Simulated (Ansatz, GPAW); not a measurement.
# B/Au(111) in an electric field

How does B/Au(111) screen a perpendicular field?

Calculated with GPAW 26.7.0 and Ansatz 0.2.0; Ansatz plane waves; slab in vacuum with a dipole correction, relaxation, in the first sound run; inputs show where later runs differ.

## (1) The starting structure

The cell holds 5 atoms: 4 Au and 1 B. Cell: a = 2.885 Å, b = 2.885 Å, c = 24.504 Å, α = 90.0°, β = 90.0°, γ = 60.0°. Vacuum lies along c.

## (2) Relaxing the atoms

Forces are removed first; all later runs use this geometry. The lowest 2 atoms are held at bulk positions and keep their forces.

input.yaml

```yaml
crystal:
  lattice:
    - [2.8849956672, 0.0, 0.0]
    - [1.4424978336, 2.4984795376, 0.0]
    - [0.0, 0.0, 24.5039868327]
  atoms:
    - { symbol: Au, position: [0.0, 0.0, 0.3264774853] }
    - { symbol: Au, position: [0.3333333333, 0.3333333333, 0.4226083359] }
    - { symbol: Au, position: [0.6666666667, 0.6666666667, 0.5187391865] }
    - { symbol: Au, position: [0.0, 0.0, 0.6148700372] }
    - { symbol: B, position: [0.3333333333, 0.3333333333, 0.6735225147] }
kpoints:
  mp_grid: { grid: [13, 13, 1] }
hamiltonian:
  xc: pbe
scf:
  occupations: { method: fermi_dirac, width: 0.1 }
efield:
  axis: 3
  dipole_correction: true
  ramp_width: 0.05
relax:
  f_tol: 0.02
  max_steps: 60
  constraints: [{ sites: [0, 1] }]
output:
  write_potential: true
  write_density: true
  volumetric_format: npy
```

Launch:

```sh
> ansatz run input.yaml --threads 2 --pin off --max-ram 4096MiB --backend cpu --events-out ev --progress --plain --runs-dir out
```

Numbers of over 12 decimals in the logs are rounded to 6 here.

Log:

```text
Engine: ansatz 0.2.0, aarch64-unknown-linux-gnu
Pseudopotentials: kind: paw
Pseudopotential: Au, paw, valence charge 19, recommended cutoff 420 eV (normal), Au.paw.azcp
Pseudopotential: B, paw, valence charge 3, recommended cutoff 420 eV (normal), B.paw.azcp
Functional definition: PBE
  parameter kappa = 0.804
  parameter beta = 0.066725
  exchange = pbe_x(kappa = kappa, mu = beta*pi^2/3)
  correlation = pbe_c(beta = beta)
Crystal: 5 atoms, lattice volume = 176.627 Å³
Basis set: ecut = 420 eV, 3429 PW (Γ), exchange–correlation on 40×40×360 points (8 copies of the dense FFT grid, shifted against one another)
Bands: 48, of which v1, the nominal top of the filled ones, is band 40 counted from 1 (39 counted from 0)
Symmetry: 6 space group operations
Space group: P3m1 (ITA 156), of the structure as read, at distance tolerance 5.6e-5 Å
k-points: 21 of 169 (time reversal used)
Non-local potential: Au, projectors of the file, l = 0: 3, l = 1: 2, l = 2: 2, l = 3: 1
Non-local potential: B, projectors of the file, l = 0: 2, l = 1: 2, l = 2: 1
PAW form: soft (Blöchl's): semilocal exchange-correlation on the pseudo side does not see the compensation charge
PAW one-centre angular grid: Au, 590 points (default); XC on 64 Gauss nodes
PAW one-centre angular grid: B, 110 points (default); XC on 64 Gauss nodes
Initial density: superposition of atomic densities (neutral atoms: chi_scale 0, normalization atom), corrected by the library's trained network
Initial wavefunctions: pseudopotential atomic-orbital guess
Functional: x = pbe(κ = 0.804, μ = 0.219515), c = pbe(β = 0.066725)
SCF iter   1: F=—  HF=-52749.616952 eV  |F-HF|=—  |Δ(HF+E_count)|=         —  Δρ=4.59e-3  dr2=3.00e-1  ethr=1.77e-3  p=-0.032 e·Å  D=-3.25e-2 V/Å  ΔV_dip=0.80 eV  dr2_dipole=5.20e-3  V_vac-E_F(+/−)=5.58/4.79 eV  ⟨swp⟩=9.2  Hψ=4571  notcnv=0  defer=8
efield: sawtooth ramp at fractional position 0.9750 (placed from the atoms, in the widest stretch of the axis that holds none; the zero of the levels goes with the place), width 0.0500; the density the first Hamiltonian is built on has a dipole p = -0.032 e·Å; the dipole correction subtracts the counter field D = -3.25e-2 V/Å, which shifts the + side's vacuum level by +0.80 eV against the − side's; the planar-averaged density in the ramp window peaks in size at 2.1e-5 e/Å³
preconditioner: auto → LDOS  [metal: Δε(μ)=0.135 eV  Ē_g=8.866 eV  σ=0.100 eV  W_gap=0.32  n_scr=18 (ndim 8)  ℏωp=19.2 eV  f_vac=0.524  D(μ)=1.80/eV (n_scr^D=10)  β→1.0]
SCF iter   2: F=—  HF=-52749.607441 eV  |F-HF|=—  |Δ(HF+E_count)|=   9.51e-3  Δρ=1.68e-3  dr2=2.49e-2  ethr=3.80e-4  p=-0.018 e·Å  D=-1.83e-2 V/Å  ΔV_dip=0.45 eV  dr2_dipole=5.41e-3  V_vac-E_F(+/−)=5.68/5.23 eV  ⟨swp⟩=2.5  Hψ=1290  notcnv=0  defer=25
SCF iter   3: F=—  HF=-52749.606303 eV  |F-HF|=—  |Δ(HF+E_count)|=   1.14e-3  Δρ=7.45e-4  dr2=4.19e-3  ethr=3.15e-5  p=-0.022 e·Å  D=-2.27e-2 V/Å  ΔV_dip=0.56 eV  dr2_dipole=6.54e-5  V_vac-E_F(+/−)=5.68/5.12 eV  ⟨swp⟩=2.0  Hψ=1542  notcnv=0  defer=25
SCF iter   4: F=—  HF=-52749.605987 eV  |F-HF|=—  |Δ(HF+E_count)|=   3.16e-4  Δρ=3.42e-4  dr2=4.37e-4  ethr=5.30e-6  p=-0.021 e·Å  D=-2.13e-2 V/Å  ΔV_dip=0.52 eV  dr2_dipole=5.51e-5  V_vac-E_F(+/−)=5.69/5.17 eV  ⟨swp⟩=2.1  Hψ=1541  notcnv=0  defer=25
SCF iter   5: F=—  HF=-52749.605932 eV  |F-HF|=—  |Δ(HF+E_count)|=   5.49e-5  Δρ=9.55e-5  dr2=3.84e-5  ethr=5.53e-7  p=-0.021 e·Å  D=-2.16e-2 V/Å  ΔV_dip=0.53 eV  dr2_dipole=7.20e-6  V_vac-E_F(+/−)=5.69/5.16 eV  ⟨swp⟩=2.8  Hψ=1666  notcnv=0  defer=25
SCF iter   6: F=-52749.605928 eV  HF=-52749.605935 eV  |F-HF|=6.49e-6  |Δ(HF+E_count)|=   2.74e-6  Δρ=4.28e-5  dr2=8.00e-6  ethr=1.27e-8  p=-0.021 e·Å  D=-2.16e-2 V/Å  ΔV_dip=0.53 eV  dr2_dipole=2.27e-6  V_vac-E_F(+/−)=5.69/5.16 eV  ⟨swp⟩=13.4  Hψ=9391  notcnv=0
SCF 1 converged in 6 iterations: F = -52749.605928 eV  dr2 = 8.00e-6
  Residual-converged pass: ⟨swp⟩=1.0  Hψ=1092  notcnv=0  max |occ|·‖R‖ = 7.1e-9 eV (tolerance 1.0e-8 eV)  dr2=8.00e-6  dr2_onsite=1.46e-7  max |Δocc| = 2.4e-11
  greatest PAW one-centre occupation: 1.000 electrons in one spin orbital (limit 2), on the Au atom at site 3 (counted from 0), in its partial waves of l = 0
relax step   1: F+E_penalty+E_count = -52749.60592836 eV  Δ(F+E_penalty+E_count) = +0.000e0 eV  max|allowed force component| = 8.559e-1 eV/Å  Δτ_max = 0.0000 Å  (6 SCF iters, dr2 threshold 1.00e-5 eV, accepted)
Initial density: handed on by an earlier stage of this run
Initial wavefunctions: those handed on with the density
iter 1 solved again at ethr=3.61e-4 eV; its pass at ethr=3.10e-3 eV (dr2=2.85e-1 eV) is discarded
SCF iter   1: F=—  HF=-52749.726571 eV  |F-HF|=—  |Δ(HF+E_count)|=         —  Δρ=1.11e-2  dr2=2.83e-1  ethr=3.61e-4  p=-0.021 e·Å  D=-2.16e-2 V/Å  ΔV_dip=0.53 eV  dr2_dipole=3.22e-2  V_vac-E_F(+/−)=5.67/5.14 eV  ⟨swp⟩=1.8  Hψ=4193  notcnv=0  defer=19
efield: sawtooth ramp at fractional position 0.9750 (handed on by an earlier solve), width 0.0500; the density the first Hamiltonian is built on has a dipole p = -0.021 e·Å; the dipole correction subtracts the counter field D = -2.16e-2 V/Å, which shifts the + side's vacuum level by +0.53 eV against the − side's; the planar-averaged density in the ramp window peaks in size at 8.8e-6 e/Å³
preconditioner: auto → LDOS  [metal: Δε(μ)=0.148 eV  Ē_g=8.850 eV  σ=0.100 eV  W_gap=0.32  n_scr=18 (ndim 8)  ℏωp=19.2 eV  f_vac=0.518  D(μ)=1.72/eV (n_scr^D=10)  β→1.0]
SCF iter   2: F=—  HF=-52749.720128 eV  |F-HF|=—  |Δ(HF+E_count)|=   6.44e-3  Δρ=6.06e-3  dr2=2.80e-1  ethr=3.59e-4  p=-0.019 e·Å  D=-1.97e-2 V/Å  ΔV_dip=0.48 eV  dr2_dipole=3.74e-2  V_vac-E_F(+/−)=5.67/5.19 eV  ⟨swp⟩=2.7  Hψ=1923  notcnv=0  defer=19
SCF iter   3: F=—  HF=-52749.679742 eV  |F-HF|=—  |Δ(HF+E_count)|=   4.04e-2  Δρ=1.57e-3  dr2=8.31e-3  ethr=3.54e-4  p=-0.020 e·Å  D=-2.08e-2 V/Å  ΔV_dip=0.51 eV  dr2_dipole=5.87e-5  V_vac-E_F(+/−)=5.67/5.17 eV  ⟨swp⟩=2.0  Hψ=1821  notcnv=0  defer=26
SCF iter   4: F=—  HF=-52749.677849 eV  |F-HF|=—  |Δ(HF+E_count)|=   1.89e-3  Δρ=5.96e-4  dr2=1.72e-3  ethr=1.05e-5  p=-0.020 e·Å  D=-2.09e-2 V/Å  ΔV_dip=0.51 eV  dr2_dipole=1.32e-4  V_vac-E_F(+/−)=5.69/5.17 eV  ⟨swp⟩=3.0  Hψ=1928  notcnv=0  defer=26
SCF iter   5: F=—  HF=-52749.677594 eV  |F-HF|=—  |Δ(HF+E_count)|=   2.55e-4  Δρ=2.11e-4  dr2=3.14e-4  ethr=2.18e-6  p=-0.020 e·Å  D=-2.09e-2 V/Å  ΔV_dip=0.51 eV  dr2_dipole=6.97e-5  V_vac-E_F(+/−)=5.69/5.17 eV  ⟨swp⟩=2.0  Hψ=1400  notcnv=0  defer=26
[...]
preconditioner: auto → LDOS  [metal: Δε(μ)=0.143 eV  Ē_g=8.817 eV  σ=0.100 eV  W_gap=0.33  n_scr=18 (ndim 8)  ℏωp=19.2 eV  f_vac=0.514  D(μ)=1.73/eV (n_scr^D=10)  β→1.0]
SCF iter   2: F=—  HF=-52749.707778 eV  |F-HF|=—  |Δ(HF+E_count)|=   6.71e-3  Δρ=3.45e-3  dr2=9.21e-2  ethr=1.57e-4  p=-0.020 e·Å  D=-2.00e-2 V/Å  ΔV_dip=0.49 eV  dr2_dipole=2.53e-2  V_vac-E_F(+/−)=5.71/5.22 eV  ⟨swp⟩=2.5  Hψ=2041  notcnv=0  defer=25
SCF iter   3: F=—  HF=-52749.696495 eV  |F-HF|=—  |Δ(HF+E_count)|=   1.13e-2  Δρ=8.92e-4  dr2=5.77e-3  ethr=1.17e-4  p=-0.020 e·Å  D=-2.03e-2 V/Å  ΔV_dip=0.50 eV  dr2_dipole=5.09e-4  V_vac-E_F(+/−)=5.69/5.20 eV  ⟨swp⟩=2.0  Hψ=1588  notcnv=0  defer=25
SCF iter   4: F=—  HF=-52749.695733 eV  |F-HF|=—  |Δ(HF+E_count)|=   7.62e-4  Δρ=2.34e-4  dr2=1.43e-4  ethr=7.30e-6  p=-0.020 e·Å  D=-2.01e-2 V/Å  ΔV_dip=0.49 eV  dr2_dipole=7.40e-6  V_vac-E_F(+/−)=5.69/5.20 eV  ⟨swp⟩=2.9  Hψ=1603  notcnv=0  defer=25
SCF iter   5: F=—  HF=-52749.695725 eV  |F-HF|=—  |Δ(HF+E_count)|=   8.39e-6  Δρ=8.00e-5  dr2=2.15e-5  ethr=1.81e-7  p=-0.020 e·Å  D=-2.00e-2 V/Å  ΔV_dip=0.49 eV  dr2_dipole=2.22e-6  V_vac-E_F(+/−)=5.68/5.19 eV  ⟨swp⟩=2.2  Hψ=1506  notcnv=0  defer=25
SCF iter   6: F=-52749.695720 eV  HF=-52749.695723 eV  |F-HF|=2.68e-6  |Δ(HF+E_count)|=   1.98e-6  Δρ=3.00e-5  dr2=3.95e-6  ethr=8.60e-9  p=-0.019 e·Å  D=-1.99e-2 V/Å  ΔV_dip=0.49 eV  dr2_dipole=4.34e-7  V_vac-E_F(+/−)=5.68/5.19 eV  ⟨swp⟩=12.8  Hψ=8911  notcnv=0
SCF 3 converged in 6 iterations: F = -52749.695720 eV  dr2 = 3.95e-6
  greatest PAW one-centre occupation: 1.000 electrons in one spin orbital (limit 2), on the Au atom at site 2 (counted from 0), in its partial waves of l = 0
relax step   3: F+E_penalty+E_count = -52749.69572029 eV  Δ(F+E_penalty+E_count) = -1.817e-2 eV  max|allowed force component| = 7.450e-2 eV/Å  Δτ_max = 0.1002 Å  (6 SCF iters, dr2 threshold 6.79e-6 eV, accepted)
SCF iter   1: F=—  HF=-52749.697310 eV  |F-HF|=—  |Δ(HF+E_count)|=         —  Δρ=1.28e-3  dr2=5.11e-3  ethr=7.35e-5  p=-0.019 e·Å  D=-1.99e-2 V/Å  ΔV_dip=0.49 eV  dr2_dipole=1.20e-3  V_vac-E_F(+/−)=5.68/5.19 eV  ⟨swp⟩=3.1  Hψ=2076  notcnv=0  defer=25
efield: sawtooth ramp at fractional position 0.9750 (handed on by an earlier solve), width 0.0500; the density the first Hamiltonian is built on has a dipole p = -0.019 e·Å; the dipole correction subtracts the counter field D = -1.99e-2 V/Å, which shifts the + side's vacuum level by +0.49 eV against the − side's; the planar-averaged density in the ramp window peaks in size at 6.3e-6 e/Å³
preconditioner: auto → LDOS  [metal: Δε(μ)=0.140 eV  Ē_g=8.817 eV  σ=0.100 eV  W_gap=0.32  n_scr=18 (ndim 8)  ℏωp=19.2 eV  f_vac=0.514  D(μ)=1.77/eV (n_scr^D=10)  β→1.0]
SCF iter   2: F=—  HF=-52749.697102 eV  |F-HF|=—  |Δ(HF+E_count)|=   2.08e-4  Δρ=7.53e-4  dr2=4.56e-3  ethr=6.47e-6  p=-0.019 e·Å  D=-1.96e-2 V/Å  ΔV_dip=0.48 eV  dr2_dipole=9.77e-4  V_vac-E_F(+/−)=5.68/5.20 eV  ⟨swp⟩=2.6  Hψ=1915  notcnv=0  defer=25
SCF iter   3: F=—  HF=-52749.696538 eV  |F-HF|=—  |Δ(HF+E_count)|=   5.64e-4  Δρ=1.91e-4  dr2=1.68e-4  ethr=5.78e-6  p=-0.019 e·Å  D=-1.96e-2 V/Å  ΔV_dip=0.48 eV  dr2_dipole=1.77e-5  V_vac-E_F(+/−)=5.68/5.20 eV  ⟨swp⟩=2.0  Hψ=1530  notcnv=0  defer=25
SCF iter   4: F=—  HF=-52749.696512 eV  |F-HF|=—  |Δ(HF+E_count)|=   2.65e-5  Δρ=5.30e-5  dr2=7.28e-6  ethr=2.13e-7  p=-0.019 e·Å  D=-1.96e-2 V/Å  ΔV_dip=0.48 eV  dr2_dipole=7.30e-9  V_vac-E_F(+/−)=5.68/5.20 eV  ⟨swp⟩=3.0  Hψ=1675  notcnv=0  defer=25
SCF iter   5: F=—  HF=-52749.696503 eV  |F-HF|=—  |Δ(HF+E_count)|=   8.51e-6  Δρ=1.53e-5  dr2=7.02e-7  ethr=9.22e-9  p=-0.019 e·Å  D=-1.96e-2 V/Å  ΔV_dip=0.48 eV  dr2_dipole=3.26e-8  V_vac-E_F(+/−)=5.68/5.20 eV  ⟨swp⟩=2.0  Hψ=1470  notcnv=0  defer=25
SCF iter   6: F=—  HF=-52749.696503 eV  |F-HF|=—  |Δ(HF+E_count)|=   1.16e-7  Δρ=5.92e-6  dr2=1.04e-7  ethr=1.27e-10  p=-0.019 e·Å  D=-1.96e-2 V/Å  ΔV_dip=0.48 eV  dr2_dipole=1.21e-8  V_vac-E_F(+/−)=5.68/5.20 eV  ⟨swp⟩=11.4  Hψ=8112  notcnv=0
SCF iter   7: F=-52749.696503 eV  HF=-52749.696503 eV  |F-HF|=1.37e-8  |Δ(HF+E_count)|=   5.43e-8  Δρ=2.40e-6  dr2=2.74e-8  ethr=1.27e-10  p=-0.019 e·Å  D=-1.95e-2 V/Å  ΔV_dip=0.48 eV  dr2_dipole=3.14e-9  V_vac-E_F(+/−)=5.68/5.20 eV  ⟨swp⟩=10.5  Hψ=7278  notcnv=0
SCF 4 converged in 7 iterations: F = -52749.696503 eV  dr2 = 2.74e-8
relax step   4: F+E_penalty+E_count = -52749.69650336 eV  Δ(F+E_penalty+E_count) = -7.831e-4 eV  max|allowed force component| = 3.608e-3 eV/Å  Δτ_max = 0.0209 Å  (7 SCF iters, accepted)
NSCF: frozen V_eff on 21 k-points
the band table was solved once a step of the walk had ended and its energy, with any forces and stress, was formed, with the checks that follow a solve (5482 applications of the Hamiltonian). They found nothing against the state; the energy, forces and stress were not computed again (output.eigenvalues in the input reference)
WARN: The input density's exchange-correlation potential varies sharply where the density is thin. Do not read a vacuum level from v_tot or v_xc, or from such a field of the output density. On a cell that repeats whose density bears no net charge and no dipole along the vacuum's axis use v_es (v_loc + v_h of the components); under efield.dipole_correction with no amplitude use v_es + v_field, which holds any external [...]
SCF converged after 7 iterations
Free energy (F): -52749.696503 eV
Harris-Foulkes:  -52749.696503 eV  (|F-HF|=1.37e-8)
Internal energy: -52749.635681 eV  (E = F + TS)
E sigma→0 (E₀):  -52749.666092 eV
Entropy (-TS):   -0.060822 eV (-12.164 meV/atom)
Fermi energy:    5.383145 eV
Dipole field:    D = -0.019624 V/Å  (p = -0.019155 e·Å, saw-weighted, corrected)
Work function:   Φ+ = 5.6767 eV   Φ− = 5.1959 eV
Levels:          The Fermi level and band energies are counted from a zero that moves with the ramp; work functions are not
--- Per-component energies (eV) ---
  E_band       = -1999.404749
  E_kinetic    = 2458.890083
  E_local      = -118745.959950  (includes V_loc(G=0)·N_el)
  E_nonlocal   = 308.888782
  E_hartree    = 58281.222895
  E_xc         = -941.445829
  E_vxc        = -1135.447554  (∫ρ·V_xc dr)
  E_paw        = -38904.338931  (= ΣΔE_a)
  E_vpaw       = -1447.593071  (= ΣTr[D̂ρ^β])
  E_aug_tail   = 0.005744  (compensation charges beyond the density's cutoff)
  E_efield     = 0.000188  (sawtooth field / dipole correction)
  E_vefield    = -0.647122  (∫n·V_field dr)
  E_ewald      = 44793.101338
  E_smearing   = -0.060822  (= −TS)
  E_closure    = -0.000000  (closes the sum)
  Σ components = -52749.696503   (vs F -52749.696503, Δ=0.00e0)
--- Forces (eV/Å), atoms counted from 1 ---
  atom   1  Au    -0.00000000     0.00000000    -0.46054396
  atom   2  Au     0.00000000     0.00000000     0.45698628
  atom   3  Au     0.00000000    -0.00000000     0.00360832
  atom   4  Au     0.00000000    -0.00000000    -0.00079150
  atom   5  B      0.00000000    -0.00000000     0.00077179
  max |Σ_I F_I| component: 3.09e-5 eV/Å
--- Band table (eV; the first three rows and the last of 21) ---
  k-point 0: bands = [... 36 lower, 2.7253, 2.7253, 3.3574, 3.3574, 4.4364, 5.3342, 9.4667, 10.5580, ... 4 higher]
  k-point 1: bands = [... 36 lower, 2.7243, 2.8459, 3.2401, 3.3621, 4.6642, 5.7311, 9.5620, 10.5403, ... 4 higher]
  k-point 2: bands = [... 36 lower, 2.6845, 2.7113, 3.3711, 3.6297, 5.0567, 6.6468, 9.7464, 9.8929, ... 4 higher]
  k-point 20: bands = [... 36 lower, 3.5549, 4.6607, 5.7479, 7.4097, 7.9639, 8.6836, 8.9587, 9.2040, ... 4 higher]
--- Relaxed structure (4 steps of the walk, 4 accepted, 0 SCFs on fresh bases) ---
  F+E_penalty+E_count = -52749.69650336 eV   max|allowed force component| = 3.608e-3 eV/Å
  atoms:
    - { symbol: Au, position: [-1.4802973661453336e-17, -1.4802973661453342e-17, 0.3264774853] }
    - { symbol: Au, position: [0.333333, 0.333333, 0.4226083359] }
    - { symbol: Au, position: [0.666667, 0.666667, 0.523214] }
    - { symbol: Au, position: [5.327255094781249e-18, -1.4802973661453268e-17, 0.627679] }
    - { symbol: B, position: [0.333333, 0.333333, 0.684638] }
```

Elapsed: 36 s, on 2 threads of Arm Neoverse V2, shared host; peak memory 0.46 GiB; 71 s of CPU time.

The steps of the relaxation:

```
step  energy less that of the first step (eV)  largest force component (eV/Å)
   1                                   0.0000                          0.8559
   2                                  -0.0716                          0.3297
   3                                  -0.0898                          0.0745
   4                                  -0.0906                          0.0036
```

Forces are held to the 6 operations that the run works with; a distortion that breaks them can't arise in this run.

The atoms that moved most (Å):

```
atom     dx     dy     dz  length
 Au4  0.000  0.000  0.314   0.314
  B5  0.000  0.000  0.272   0.272
 Au3  0.000  0.000  0.110   0.110
```

Final coordinates:

```xyz
5
Lattice="2.8850 0.0000 0.0000 1.4425 2.4985 0.0000 0.0000 0.0000 24.5040" Properties=species:S:1:pos:R:3
Au    0.0000    0.0000    8.0000
Au    1.4425    0.8328   10.3556
Au    2.8850    1.6657   12.8208
Au    0.0000    0.0000   15.3806
B     1.4425    0.8328   16.7764
```

This step gave:

- free energy: -52749.6965 eV
- smearing term TS: 0.06082 eV
- symmetry operations: 6
- upper work function: 5.677 eV
- lower work function: 5.196 eV
- dipole along the normal: -0.01916 e·Å
- dipole field: -0.01962 V/Å
- vacuum level above: 11.06 eV
- vacuum level below: 10.58 eV

The electrostatic potential energy of an electron (with the applied field's), less the Fermi level, planar mean oscillates, so the rows of the table below give means over windows of 2.45 Å about each position, cut where the curve ends. Its maxima inside the range that stand out by 2 % of the span (Å: eV): 9.1: 0.445, 11.6: 1.06, 14.0: 1.04, 16.3: -7.62. Its minima: 8.0: -16.8, 10.3: -17.1, 12.8: -17.2, 15.4: -18.6, 16.7: -9.46.

Electrostatic potential energy of an electron (with the applied field's), less the Fermi level, planar mean against z; means over each step:

```
z (Å)  electrostatic potential energy of an electron (with the applied field's), less the Fermi level, planar mean (eV)
 1.23                                                                                                              5.23
 3.68                                                                                                              5.20
 6.12                                                                                                              3.49
 8.58                                                                                                             -8.43
11.03                                                                                                             -8.08
13.47                                                                                                             -7.92
15.93                                                                                                             -12.1
18.38                                                                                                              4.06
20.83                                                                                                              5.67
23.28                                                                                                              5.66
```

The valence density, planar mean oscillates, so the rows of the table below give means over windows of 2.45 Å about each position, cut where the curve ends. Its maxima inside the range that stand out by 2 % of the span (Å: e/Å³): 8.0: 2.35, 10.3: 2.36, 12.8: 2.35, 15.4: 2.38. Its minima: 9.1: 0.250, 11.6: 0.209, 14.2: 0.190.

The valence density, planar mean by z; means over each step:

z (Å), valence density, planar mean (e/Å³) and a bar:
```
     3.68       0.00 
     6.12       0.09 ##
     8.58       1.11 ##############################
    11.03       1.07 #############################
    13.47       1.04 ############################
    15.93       1.11 ##############################
    18.38       0.05 #
    20.83       0.00
```

The relaxation lowered the energy of the cell by 0.0906 eV.

(Continued in part 2 of 3.)

[Logs are printed without paths, hosts, clocks, repeated set-up lines and the standing remarks that a program may print on its own settings, such as how far it seeks lower states.]

[Hosts, paths, dates, database ids (printed as entryN), source tags and the programs' standing remarks are cut or masked in the printed files.]
